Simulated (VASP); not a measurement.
Set up this calculation in VASP 6.6.1, as the native input.

* Task: relaxation of cell and atoms
* Functional: PBE
* Potentials or basis: VASP PAW PBE potentials, release 64 (Ni, Si)
* Cutoff: 600 eV
* k mesh: 6 × 6 × 5
* Occupations: fermi-dirac, width 0.05 eV
* Spin: collinear spin, ferromagnetic start
* Starting moments: [1.0, 1.0, 1.0, 1.0, 0.0, 0.0] μB
* Target pressure: 30 GPa
* Further INCAR settings: ALGO = Fast; EDIFF = 1e-07; IBRION = 2; EDIFFG = -0.02; NSW = 40; ISIF = 3
* Target pressure: 30 GPa

The structure of SiNi2 lies in POSCAR:

```
SiNi2
1.0
    3.8360000000      0.0000000000      0.0000000000
   -1.9180000000      3.3220734489      0.0000000000
    0.0000000000      0.0000000000      4.9480000000
Ni Si
4 2
Direct
    0.6666666667      0.3333333333      0.7500000000
    0.3333333333      0.6666666667      0.2500000000
    0.0000000000      0.0000000000      0.5000000000
    0.0000000000      0.0000000000      0.0000000000
    0.6666666667      0.3333333333      0.2500000000
    0.3333333333      0.6666666667      0.7500000000
```

One way to write it, as run:

INCAR

```
SYSTEM = SiNi2
PREC = Accurate
ENCUT = 600
EDIFF = 1E-7
ISMEAR = -1
SIGMA = 0.05
LREAL = .False.
LASPH = .True.
NELM = 120
ALGO = Fast
ISIF = 3
LWAVE = .False.
LCHARG = .False.
ISPIN = 2
MAGMOM = 1 1 1 1 0 0
LORBIT = 11
LMAXMIX = 4
GGA = PE
IBRION = 2
NSW = 40
EDIFFG = -0.02
PSTRESS = 300
```

KPOINTS

```
regular mesh
0
Gamma
  6 6 5
  0 0 0
```

Potentials or basis: VASP PAW PBE potentials, release 64 (Ni, Si).

The run is started by

```bash
$ cat potpaw_PBE.64/Ni/POTCAR potpaw_PBE.64/Si/POTCAR > POTCAR
$ mpirun -np 1 vasp_std > vasp.out
```

Results of the run:

```yaml
Relaxed_volume: 9.83 Å³/atom
Relaxed_cell: a = 3.781 Å, b = 3.781 Å, c = 4.763 Å, α = 90.00°, β = 90.00°, γ = 120.00°
Space_group_after_relaxing_to_0.05_Å: P6_3/mmc (No. 194)
Energy_change_on_relaxing_the_enthalpy_is_what_falls: +82.1 meV/atom
Ionic_steps: 6
Pressure_after_relaxing: 30.1 GPa
Band_gap_on_the_k_mesh: none (metal or under the smearing width)
Net_moment: 0.00 μB per cell
Valence_electrons_inside_the_program's_atomic_spheres: Ni 9.88, 9.62; Si 1.67
```

Caveat: the cell is relaxed towards a set pressure, so the enthalpy falls and the energy may rise.

Wall time 3.9 min on 1 thread of Intel(R) Xeon(R) 6975P-C (Granite Rapids), on a shared host, peak memory 0.27 GiB.
